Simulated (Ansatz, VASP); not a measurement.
**ZnAu: VASP beside Ansatz**

```xyz
2
Lattice="3.2099 0.0000 0.0000 0.0000 3.2099 0.0000 0.0000 0.0000 3.1470" Properties=species:S:1:pos:R:3 pbc="T T T"
Zn    1.6050    1.6050    1.5735
Au    0.0000    0.0000    0.0000
```

Change from the starting cell: equal xx and yy strain of +2 %, crystal datasets.

Alike in both runs: task electric field gradients; functional PBEsol; k mesh 13 × 13 × 13; occupations fermi-dirac, width 0.05 eV; no spin polarisation.

|  | VASP | Ansatz |
| --- | --- | --- |
| version | VASP 6.6.1 | Ansatz 0.2.0 |
| potentials or method | VASP PAW PBE potentials, release 64 (Zn, Au), cutoff 520 eV | all-electron PAW with datasets made for the crystal, scalar-relativistic |

Ansatz gave:

```
pressure (GPa)                                                 : -7.0
largest component of the traceless stress (GPa)                : 0.25
Vzz of the field gradient on the site that differs most (V/Å²) : -5.9
```

**Question.** What did VASP give for the same quantities?

**Answer.** Pressure (GPa): -6.9; largest component of the traceless stress (GPa): 0.25; Vzz of the field gradient on the site that differs most (V/Å²): -7.6.

Ansatz ran all-electron here, so the differences hold the error of VASP's frozen core and of both bases. Ansatz warned: «gradients_without_spin_orbit».

Caveats: the PAW data sets were made with another functional, which shifts forces and pressure a little (VASP). Spin-orbit coupling is left out, which matters for the levels of Au.
